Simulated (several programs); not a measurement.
**NaI (NiAs type) from semi-empirical methods to plane-wave DFT**

NaI, NiAs type, relaxed with r2SCAN in Ansatz, was computed with several methods. It is hexagonal, P6_3/mmc (No. 194); conventional cell a = 4.505 Å, c = 7.676 Å, 33.72 Å³ an atom. Na has 6 I at 3.23 Å; I has 6 Na at 3.23 Å. No spin polarisation. The prototype was imposed, so other structures may be more stable.

```
Na I
1.0
     4.50465    0.00000    0.00000
    -2.25232    3.90114    0.00000
     0.00000    0.00000    7.67570
Na I
2 2
Direct
  0.00000 0.00000 0.00000
  0.00000 0.00000 0.50000
  0.33333 0.66667 0.25000
  0.66667 0.33333 0.75000
```

Gaps and times are for a single point on this cell; volume and bulk modulus come from each method's own relaxation or energy curve at fixed shape, which is too stiff where a cell has free coordinates or axes. Times are rough, from shared hosts (Arm Neoverse V1; Intel Xeon Processor @ 2.50GHz), and each method has its own mesh and cell size. A double dagger marks a value from a curve with shape and coordinates held. PM6 (MOPAC), PM7 (MOPAC), GFN1-xTB (tblite), GFN2-xTB (tblite) treat a cluster of cells at its zone centre, which samples few k points: where these miss a band edge, the gap comes out too large for that reason alone. Gaps from k meshes are read at a limited set of points (mesh, symmetry points, PBE's band edges), so each method's own least gap may be somewhat smaller. Force fields have no electrons; where one was fitted to this phase, its volume and modulus reflect the fit. xTB and the PM methods were fitted mostly to molecules, and can miss a solid's gap by electronvolts. Minimal bases can be far off for gaps. Times of the plane-wave rungs are withheld (a dash), since they come from other jobs, hosts and meshes; the meshes of hybrids and Hartree-Fock don't converge their gaps to the digits shown. GLLB-SC's gap includes the derivative discontinuity. G0W0 is at finite bands, cutoff and mesh. d marks a direct gap, i an indirect one (no mark: not told apart), a dash a value that wasn't computed or didn't pass its checks.

```
                            method              kind  gap (eV)  own volume (Å³/atom)  bulk modulus (GPa)  atoms computed  processor time
                            PBEsol         semilocal         –                 32.86                   –               4               –
               ffield.eim (LAMMPS)       force field         –                     –                   –               4          0.13 s
  light PBE (260 eV, its own mesh)  light plane-wave    3.54 d                     –                   –               4           1.6 s
                 GFN1-xTB (tblite)     tight binding      1.94                34.12‡                 22‡         cluster           3.6 s
                       PM7 (MOPAC)    semi-empirical     13.29                     –                   –         cluster           4.5 s
                 GFN2-xTB (tblite)     tight binding      8.59                     –                   –         cluster           5.1 s
                       PM6 (MOPAC)    semi-empirical      6.97                     –                   –         cluster           5.4 s
                               PBE         semilocal    3.57 d                 34.81                 15‡               4               –
                    PBE/SZV (CP2K)       small basis    3.39 d                     –                   –               4            10 s
                               LDA         semilocal    3.26 d                 30.71                   –               4               –
                            r2SCAN         semilocal    4.35 d                 33.72                 17‡               4               –
                   PBE/DZVP (CP2K)       small basis    3.51 d                     –                   –               4            19 s
            PBE/single zeta (GPAW)       small basis    3.51 d                     –                   –               4            61 s
                    GLLB-SC (GPAW)   model potential      6.57                     –                   –               4            84 s
                           PBE+SOC         semilocal    3.23 d                     –                   –               4               –
                             HSE06            hybrid    4.60 d                     –                   –               4               –
                              PBE0            hybrid    5.27 d                     –                   –               4               –
                          DDH-PBE0            hybrid    5.58 d                     –                   –               4               –
G0W0@PBE (140 eV screening cutoff)         many-body      5.54                     –                   –               4               –
```

Against HSE06 (4.60 eV) the nearest gap at the points sampled is that of r2SCAN (-0.24 eV) and the farthest that of PM7 (MOPAC) (+8.69 eV). HSE06 is only a yardstick of convenience: for gaps this wide it usually falls short of measured ones, so a larger value can be the better one.

Volumes against r2SCAN's: PBEsol -2.5 %, PBE +3.2 %, LDA -8.9 %.

Only the rows marked +SOC include spin-orbit coupling.
